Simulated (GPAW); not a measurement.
## A worked fit of the energy against the cutoff, with one run withheld: InN (P3m1, 4 atoms in the cell)

```
InN
1.0
    1.76115    -3.05040     0.00000
    1.76115     3.05040     0.00000
    0.00000     0.00000     5.67150
In N
2 2
Direct
  0.66667   0.33333   0.50882
  0.33333   0.66667   0.00000
  0.66667   0.33333   0.87900
  0.33333   0.66667   0.37900
```

Method: PBE, GPAW PAW datasets PBE (gpaw-data 1.0.1) (plane waves; GPAW).

Base settings: mode = pw; ecut = 900 eV; xc = PBE; kpts = 3 3 2; mesh shift (steps) = 0 0 0; occupations.name = fermi-dirac; occupations.width = 0.05 eV; nbands = -4; convergence.forces = 0.001 eV/Å; convergence.bands = -2. In these runs: nbands = -8; convergence.bands = default.

The last step of the ladder, which sets the zero, is ecut = 2160 eV.

The starting cell has typed, rounded lattice constants, without a prior relaxation at this level. Its lattice was rescaled by up to half a per cent. One atom was moved a little off its site on purpose. The run gives no clean gap (levels at the Fermi energy touch, overlap or are partly filled at this smearing), which alone does not show that the compound is a metal. Without a gap this mesh is coarse (it stands for a supercell whose shortest vector is 11 Å).

An empirical form for the window shown: the miss falls exponentially with the largest wave vector, which goes as √cutoff: ln(ΔF) = a + b·√cutoff.

| ecut | √cutoff (√eV) | F less the last step's (meV/atom) | ln of it |
|---|---|---|---|
| 405 eV | 20.125 | 934.58 | 6.840 |
| 450 eV | 21.213 | 563.69 | 6.335 |
| 495 eV | 22.249 | ? | ? |
| 540 eV | 23.238 | 183.38 | 5.212 |
| 630 eV | 25.100 | 59.42 | 4.085 |

### Question
Fit the line to the 4 rows given and predict the withheld one.

### Answer
Means: x̄ = 22.419, ȳ = 5.6180. Σ(x − x̄)(y − ȳ) = -8.110 and Σ(x − x̄)² = 14.58, so b = -0.5564 and a = ȳ − b·x̄ = 18.092; ΔF halves for each 1.25 in √cutoff. The largest residual of the fitted rows is 0.054. At x = 22.249 the line gives 5.713, that is 303 meV/atom. The run gave 321.66 meV/atom, a miss of 18.66 meV/atom (6 %). The table is a window of a longer ladder. The rows were chosen because the form fits them, the withheld one included, so this shows the method and is no test of the form.

Left out of this page: 10 runs of the series outside the window shown, repeating another row's setting, or not comparable.
